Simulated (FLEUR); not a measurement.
# TiAl (Pm-3m) in FLEUR: a series of runs

Runs on TiAl. Level: PBE. Tasks: equation of state.

All numbers are computed with FLEUR MaX-R8.1 (later development tree); they aren't measurements. Logs are shortened: lines on timing, memory, paths and dates and some standing lists are left out, and cuts for length are marked.

### 1 Starting point

The structure is cubic, space group Pm-3m (No. 221). Conventional cell: a = 3.179 Å, b = 3.179 Å, c = 3.179 Å, α = 90.00°, β = 90.00°, γ = 90.00°. Around Ti (site symmetry m-3m) lie 8 Al at 2.75 Å. Around Al (site symmetry m-3m) lie 8 Ti at 2.75 Å.

The cell comes from a database or a generator and needn't be the stable form of this composition.

### 2 Equation of state, PBE, 15.10 Å³/atom (volume scaled by 0.94)

Input file inp.xml:

```xml
<?xml version="1.0" encoding="UTF-8" standalone="no"?>
<fleurInput fleurInputVersion="0.39">
   <comment>
      TiAl                                                                                                
   </comment>
   <calculationSetup>
      <cutoffs Kmax="3.8" Gmax="11.8" GmaxXC="11.8" numbands="0"/>
      <scfLoop itmax="60" minDistance="0.00001" maxIterBroyd="15" imix="Anderson" alpha="0.05" precondParam="0.0" spinf="2.0" sdNocoIR="T"/>
      <coreElectrons ctail="T" frcor="F" kcrel="0" coretail_lmax="0"/>
      <xcFunctional name="pbe" relativisticCorrections="F"/>
      <magnetism jspins="1"/>
      <soc l_soc="F" theta="0.0" phi="0.0" spav="F"/>
      <expertModes spex="0" secvar="F"/>
      <geometryOptimization l_f="F" forcealpha="1.0" forcemix="BFGS" epsdisp="0.0005" epsforce="0.0002"/>
      <ldaU l_linMix="F" mixParam="0.05" spinf="1.0"/>
   </calculationSetup>
   <cell>
      <bzIntegration valenceElectrons="23.0" mode="hist" fermiSmearingEnergy="0.00183747">
         <kPointListSelection listName="default-1"/>
         <!-- k-points included here -->
         <xi:include xmlns:xi="http://www.w3.org/2001/XInclude" href="kpts.xml"> </xi:include>
      </bzIntegration>
      <!-- symmetry operations included here -->
      <xi:include xmlns:xi="http://www.w3.org/2001/XInclude" href="sym.xml"> </xi:include>
      <bulkLattice scale="0.9795861087">
         <bravaisMatrix>
            <row-1>    6.0075602925753735     0.0000000000000000     0.0000000000000000</row-1>
            <row-2>    0.0000000000000000     6.0075602925753735     0.0000000000000000</row-2>
            <row-3>    0.0000000000000000     0.0000000000000000     6.0075602925753735</row-3>
         </bravaisMatrix>
      </bulkLattice>
   </cell>
   <atomSpecies>
      <species name="Titanium (Ti)" element="Ti" atomicNumber="22">
         <mtSphere radius="2.48" gridPoints="847" logIncrement="0.014"/>
         <atomicCutoffs lmax="10" lnonsphr="8"/>
         <electronConfig flipSpins="F">
            <coreConfig>(1s1/2) (2s1/2) (2p1/2) (2p3/2)</coreConfig>
            <valenceConfig>(3s1/2) (3p1/2) (3p3/2) (4s1/2) (3d3/2) (3d5/2)</valenceConfig>
            <stateOccupation state="(3d3/2)" spinUp="0.400000" spinDown="0.400000"/>
            <stateOccupation state="(3d5/2)" spinUp="0.600000" spinDown="0.600000"/>
         </electronConfig>
         <energyParameters s="4" p="4" d="3" f="4"/>
         <lo type="SCLO" l="0" n="3" eDeriv="0"/>
         <lo type="SCLO" l="1" n="3" eDeriv="0"/>
         <lo type="SCLO" l="1" n="3" eDeriv="1"/>
         <lo type="SCLO" l="2" n="3" eDeriv="2"/>
         <lo type="SCLO" l="3" n="4" eDeriv="2"/>
      </species>
      <species name="Aluminum (Al)" element="Al" atomicNumber="13">
         <mtSphere radius="2.19" gridPoints="747" logIncrement="0.015"/>
         <atomicCutoffs lmax="9" lnonsphr="7"/>
         <electronConfig flipSpins="F">
            <coreConfig>(1s1/2)</coreConfig>
            <valenceConfig>(2s1/2) (2p1/2) (2p3/2) (3s1/2) (3p1/2) (3p3/2)</valenceConfig>
            <stateOccupation state="(3p1/2)" spinUp="0.166667" spinDown="0.166667"/>
            <stateOccupation state="(3p3/2)" spinUp="0.333333" spinDown="0.333333"/>
         </electronConfig>
         <energyParameters s="3" p="3" d="3" f="4"/>
         <lo type="SCLO" l="0" n="2" eDeriv="0"/>
         <lo type="SCLO" l="1" n="2" eDeriv="0"/>
         <lo type="SCLO" l="2" n="3" eDeriv="2"/>
         <lo type="SCLO" l="3" n="4" eDeriv="2"/>
      </species>
   </atomSpecies>
   <atomGroups>
      <atomGroup species="Titanium (Ti)">
         <relPos label="                   1">.0000000000 .0000000000 .0000000000</relPos>
         <force calculate="T" relaxXYZ="TTT"/>
      </atomGroup>
      <atomGroup species="Aluminum (Al)">
         <relPos label="                   2">1.000/2.000 1.000/2.000 1.000/2.000</relPos>
         <force calculate="T" relaxXYZ="TTT"/>
      </atomGroup>
   </atomGroups>
   <output dos="F" band="F" slice="F">
      <checks vchk="F" cdinf="F"/>
      <bandDOS minEnergy="-.5*Htr" maxEnergy="0.5*Htr" sigma="0.015" storeEVData="T"/>
      <vacuumDOS vacdos="F" integ="F" star="F" nstars="0" locx1="0.0" locy1="0.0" locx2="0.0" locy2="0.0" nstm="0" tworkf="0.0"/>
      <unfoldingBand unfoldBand="F" supercellX="1" supercellY="1" supercellZ="1"/>
      <plotting iplot="0" polar="F">
         <plot TwoD="T" vec1="  1.0  0.0  0.0" vec2="  0.0  1.0  0.0" vec3="  0.0  0.0  1.0" zero="  0.0  0.0  0.0" file="plot"/>
      </plotting>
      <chargeDensitySlicing numkpt="0" minEigenval="0.0" maxEigenval="0.0" nnne="0" pallst="F"/>
      <specialOutput eonly="F"/>
      <moessbauerParams electricFieldGradient="T" isomerShift="T" coreHyperfine="T" valenceHyperfine="T"/>
      <magneticCircularDichroism mcd="F" energyLo="-10.0" energyUp="0.0"/>
   </output>
  <!-- We include the file relax.xml here to enable relaxations (see documentation) -->
  <xi:include xmlns:xi="http://www.w3.org/2001/XInclude" href="relax.xml"> <xi:fallback/> </xi:include>
</fleurInput>
```

Potentials or basis: all-electron, FLAPW.

Run with:

```
$ inpgen -f crystal.txt -profile fastHighL
$ # inp.xml edited to the form shown
$ fleur_MPI
```

Standard output:

```text
Welcome to FLEUR        (www.flapw.de)
      MaX-Release 8.1          (www.max-centre.eu)

 ========== k-point set info ==========
 Selected k-point list: default-1
 k-point list type: mesh
 8 x 8 x 8
 Number of k points: 35

 ------------Calculation Setup---------------------------
 Number of MPI-tasks      :            1
 Number of PE/node        :            1
 Number of OMP-threads    :            1
 Most efficient MPI parallelization for:
           1           5           7          35
 Additional eigenvalue parallelization possible
 Number of basis functions:          267
 Approximate size of matrices (H+S) per k-point:         0.001 GB
 --------------------------------------------------------
 Iteration:     1   Distance:       6.67127211 me/bohr^3
 Iteration:     2   Distance:       6.17115678 me/bohr^3
 Iteration:     3   Distance:       3.44769583 me/bohr^3
 Iteration:     4   Distance:       1.51259047 me/bohr^3
 Iteration:     5   Distance:       1.04735741 me/bohr^3
 Iteration:     6   Distance:       0.12291168 me/bohr^3
 Iteration:     7   Distance:       0.14798959 me/bohr^3
 Iteration:     8   Distance:       0.03519092 me/bohr^3
 Iteration:     9   Distance:       0.00895683 me/bohr^3
 Iteration:    10   Distance:       0.00870143 me/bohr^3
 Iteration:    11   Distance:       0.00031759 me/bohr^3
 Iteration:    12   Distance:       0.00043887 me/bohr^3
 Iteration:    13   Distance:       0.00001418 me/bohr^3
 Iteration:    14   Distance:       0.00001415 me/bohr^3
 Iteration:    15   Distance:       0.00000023 me/bohr^3

 ********************************************************************
 Run finished successfully
 Stop message:
   all done
 ********************************************************************
```

out.xml (last iteration):

```text
<iteration numberForCurrentRun="   15" overallNumber="   15">
         <energyParameters units="Htr">
            <atomicEP atomType="1" spin="1" branch="4s" branchLowest="-1.72" branchHighest="2.01" value="0.2157352900"/>
            <atomicEP atomType="1" spin="1" branch="4p" branchLowest="-0.82" branchHighest="2.49" value="0.3262673996"/>
            <atomicEP atomType="1" spin="1" branch="3d" branchLowest="-9.99" branchHighest="0.58" value="0.3446246479"/>
            <atomicEP atomType="1" spin="1" branch="4f" branchLowest="-9.99" branchHighest="2.95" value="0.6094583564"/>
            <loAtomicEP atomType="1" spin="1" branch="3s" branchLowest="-19.16" branchHighest="-1.72" value="-1.7364562760"/>
            <loAtomicEP atomType="1" spin="1" branch="3p" branchLowest="-15.76" branchHighest="-0.82" value="-0.8661369638"/>
            <loAtomicEP atomType="1" spin="1" branch="3p" branchLowest="-15.76" branchHighest="-0.82" value="-0.8661369638"/>
            <loAtomicEP atomType="1" spin="1" branch="3d" branchLowest="-9.99" branchHighest="0.58" value="0.3442819013"/>
            <loAtomicEP atomType="1" spin="1" branch="4f" branchLowest="-9.99" branchHighest="2.95" value="0.6094604861"/>
            <atomicEP atomType="2" spin="1" branch="3s" branchLowest="-3.43" branchHighest="1.52" value="0.0952882486"/>
            <atomicEP atomType="2" spin="1" branch="3p" branchLowest="-2.01" branchHighest="1.95" value="0.2441022726"/>
            <atomicEP atomType="2" spin="1" branch="3d" branchLowest="-9.99" branchHighest="2.21" value="0.4169706300"/>
            <atomicEP atomType="2" spin="1" branch="4f" branchLowest="-9.99" branchHighest="4.23" value="0.5827178837"/>
            <loAtomicEP atomType="2" spin="1" branch="2s" branchLowest="-54.98" branchHighest="-3.43" value="-3.4302289964"/>
            <loAtomicEP atomType="2" spin="1" branch="2p" branchLowest="-9.99" branchHighest="-2.01" value="-2.0138459398"/>
            <loAtomicEP atomType="2" spin="1" branch="3d" branchLowest="-9.99" branchHighest="2.21" value="0.4169706797"/>
            <loAtomicEP atomType="2" spin="1" branch="4f" branchLowest="-9.99" branchHighest="4.23" value="0.5827212471"/>
         </energyParameters>
         <eigenvalues>
            <eigenvaluesAt spin="1" ikpt="1" k_x="0.00000000" k_y="0.00000000" k_z="0.00000000">
                      -3.4302336834       -2.0137049473       -2.0137049473       -2.0137049473       -1.7375404992
                      -0.8631380037       -0.8631380037       -0.8631380037       -0.0032385986        0.2892019388
                       0.2892019388        0.4195726683        0.4195726683        0.4195726683        0.5210521249
                       0.5210521249        0.5210521249        0.6842732684
            </eigenvaluesAt>
            <eigenvaluesAt spin="1" ikpt="2" k_x="0.00000000" k_y="0.00000000" k_z="0.12500000">
                      -3.4302325580       -2.0137356150       -2.0137046205       -2.0137046205       -1.7374325058
                      -0.8643174117       -0.8630370686       -0.8630370686        0.0063855161        0.2840441746
                       0.2935865409        0.4044055547        0.4044055547        0.4207516795        0.4890918581
                       0.5430309182        0.5430309182        0.6705990897
            </eigenvaluesAt>
            <eigenvaluesAt spin="1" ikpt="3" k_x="0.00000000" k_y="0.00000000" k_z="0.25000000">
                      -3.4302292513       -2.0137916437       -2.0136987548       -2.0136987548       -1.7371710148
                      -0.8671341250       -0.8627910577       -0.8627910577        0.0343496950        0.2563439924
                       0.3051869281        0.3791236706        0.3791236706        0.4236561920        0.4582054850
                       0.5897027289        0.5897027289        0.6373565726
            </eigenvaluesAt>
            <eigenvaluesAt spin="1" ikpt="4" k_x="0.00000000" k_y="0.00000000" k_z="0.37500000">
                      -3.4302264285       -2.0138477169       -2.0136956172       -2.0136956172       -1.7369096595
                      -0.8699189500       -0.8625462439       -0.8625462439        0.0779751322        0.2013917706
                       0.3186539003        0.3605334958        0.3605334958        0.4266270874        0.4605747064
                       0.6035404418        0.6464889689        0.6464889689
            </eigenvaluesAt>
         </eigenvalues>
         <bandgap value="0.0023192524" units="eV"/>
         <sumValenceSingleParticleEnergies value="-26.0011048583" units="Htr"/>
         <FermiEnergy value="0.3477786892" units="Htr"/>
         <valenceDensity>
            <mtCharges spin="1">
               <mtCharge atomType="1" total="10.6608450" s="2.2634725" p="6.2451613" d="2.1353825" f="0.0154383"/>
               <mtCharge atomType="2" total="9.3325932" s="2.5890761" p="6.6453987" d="0.0888951" f="0.0080364"/>
            </mtCharges>
            <spinDependentCharge spin="1" total="23.0000000" interstitial="3.0065617" mtSpheres="19.9934383"/>
            <totalCharge value="23.0000000000"/>
         </valenceDensity>
         <coreStates atomType="     1" atomicNumber=" 22" spin="1" kinEnergy="    793.2419980717" eigValSum="   -489.5391679595" lostElectrons=" 0.000000">
            <state n="1" l="0" j="0.5" energy="-178.3317398319" weight="1.0000000000"/>
            <state n="2" l="0" j="0.5" energy="-19.1638826615" weight="1.0000000000"/>
            <state n="2" l="1" j="0.5" energy="-15.8994014835" weight="1.0000000000"/>
            <state n="2" l="1" j="1.5" energy="-15.6872800014" weight="2.0000000000"/>
         </coreStates>
         <coreStates atomType="     2" atomicNumber=" 13" spin="1" kinEnergy="    159.3038675853" eigValSum="   -109.9506402862" lostElectrons=" 0.000000">
            <state n="1" l="0" j="0.5" energy="-54.9753201431" weight="1.0000000000"/>
         </coreStates>
         <allElectronCharges>
            <spinDependentCharge spin="1" total="35.0000000" interstitial="3.0065617" mtSpheres="31.9934383"/>
            <totalCharge value="35.0000000000"/>
         </allElectronCharges>
         <moessbauerParams unitsHFF="kG" unitsIS="e/bohr^3" unitsEFG="Htr/bohr^2">
            <coreIsomerShift atomType="1" isTotal="8423.89326">
               <shell n="1" l="0" isomerShift="7739.55297"/>
               <shell n="2" l="0" isomerShift="681.80763"/>
               <shell n="2" l="1" isomerShift="2.53265"/>
            </coreIsomerShift>
            <coreIsomerShift atomType="2" isTotal="1403.12100">
               <shell n="1" l="0" isomerShift="1403.12100"/>
            </coreIsomerShift>
            <isomerShift atomType="1" nucleusRadius="0.0000858" averageDensity="8520.69406"/>
            <isomerShift atomType="2" nucleusRadius="0.0000708" averageDensity="1502.06532"/>
            <electricFieldGradient atomType="1" VXX="0.00000" VYY="0.00000" VZZ="0.00000" asymParam="0.00000">
            </electricFieldGradient>
            <electricFieldGradient atomType="2" VXX="0.00000" VYY="0.00000" VZZ="0.00000" asymParam="0.00000">
            </electricFieldGradient>
         </moessbauerParams>
         <totalEnergy                                    value="    -1096.6574389197" units="Htr">
            <sumOfEigenvalues                            value="     -625.4909131040">
               <coreElectrons value="-599.4898082457"/>
               <valenceElectrons value="-26.0011048583"/>
            </sumOfEigenvalues>
            <densityCoulombPotentialIntegral value="-1652.1840798042"/>
            <densityEffectivePotentialIntegral value="-1731.0196601493"/>
            <chargeDenXCDenIntegral value="-60.9145138617"/>
            <FockExchangeEnergyValence value="0.0000000000"/>
            <FockExchangeEnergyCore value="0.0000000000"/>
            <atomTypeDependentContributions atomType="1">
               <electronNucleiInteractionDifferentMTs value="1012.4080954750"/>
               <MadelungTerm value="-9.0107877769"/>
            </atomTypeDependentContributions>
            <atomTypeDependentContributions atomType="2">
               <electronNucleiInteractionDifferentMTs value="287.3356094848"/>
               <MadelungTerm value="-6.4251394644"/>
            </atomTypeDependentContributions>
            <tkbTimesEntropy value="0.0007654935"/>
            <freeEnergy value="-1096.6582044132"/>
            <extrapolationTo0K value="-1096.6578216664"/>
         </totalEnergy>
         <densityConvergence units="me/bohr^3">
            <chargeDensity spin="1" distance="0.0000002285"/>
         </densityConvergence>
      </iteration>
```

It took 19 s on 1 thread of Arm Neoverse V1, shared host; peak memory 0.07 GiB.

Results:

```
Free energy                                           : -29841.5900 eV
Band gap on the k mesh                                : none (metal or under the smearing width)
Valence electrons inside the program's atomic spheres : Ti 10.66; Al 9.33 (radii Ti 2.48, Al 2.19 bohr)
```

[end of part 1 of 2]
